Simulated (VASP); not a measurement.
BAs:

```
B As
1.0
    -2.14162    2.14162    3.57220
     2.14162   -2.14162    3.57220
     2.14162    2.14162   -3.57220
B As
2 2
Cartesian
  0.0000 2.1416 1.7861
  2.1416 0.0000 1.7861
  0.0000 0.0000 4.9464
  0.0000 0.0000 2.1979
```

The cell was built by a generator and needn't be a form met in nature.

* Program: VASP 6.6.1
* Task: relaxation of cell and atoms
* Functional: LDA
* Potentials or basis: VASP PAW LDA potentials, release 64 (B, As)
* Cutoff: 600 eV
* k mesh: 9 × 9 × 9
* Occupations: gaussian, width 0.05 eV
* Spin: no spin polarisation

At the start: pressure -5.0 GPa; volume 16.38 Å³/atom.

Problem. Where does the relaxation end?

Solution. Over 22 steps the energy falls by 180.0 meV/atom and the volume is 16.12 Å³/atom (-1.6 %); space group I4/mmm (No. 139, to 0.05 Å).

Step by step:
```
step  energy change (eV)  largest force (eV/Å)  pressure (GPa)  volume (Å³)
   1              0.0000                0.6423           -5.02        65.54
   2             -0.0950                1.1444            3.81        60.77
   3             -0.0997                1.0279            2.10        61.56
   4             -0.2317                1.0829            3.01        60.94
   5             -0.3775                0.1408            5.79        59.73
   6             -0.4298                0.5861            4.87        60.37
   7             -0.4689                1.6182            2.56        61.88
   8             -0.5703                1.3308            0.84        62.89
   9             -0.6570                1.1623           -2.04        65.04
  10             -0.6955                0.6244           -0.79        64.35
  11             -0.7110                0.1435            0.77        63.60
  12             -0.7112                0.0901            0.93        63.53
  13             -0.7135                0.0533            0.55        63.81
  14             -0.7159                0.0446           -0.45        64.64
  15             -0.7173                0.0844           -0.28        64.61
  16             -0.7187                0.1790            0.14        64.53
  17             -0.7188                0.1573            0.04        64.55
  18             -0.7199                0.0587           -0.02        64.55
  19             -0.7200                0.0168           -0.05        64.55
  20             -0.7200                0.0127           -0.05        64.55
  21             -0.7201                0.0046           -0.02        64.52
  22             -0.7201                0.0014            0.01        64.49
```

Final structure:
```
B As
1.0
    -1.96668    1.96668    4.16854
     1.96668   -1.96668    4.16854
     1.96668    1.96668   -4.16854
B As
2 2
Direct
  0.75000 0.25000 0.50000
  0.25000 0.75000 0.50000
  0.64756 0.64756 0.00000
  0.35244 0.35244 0.00000
```
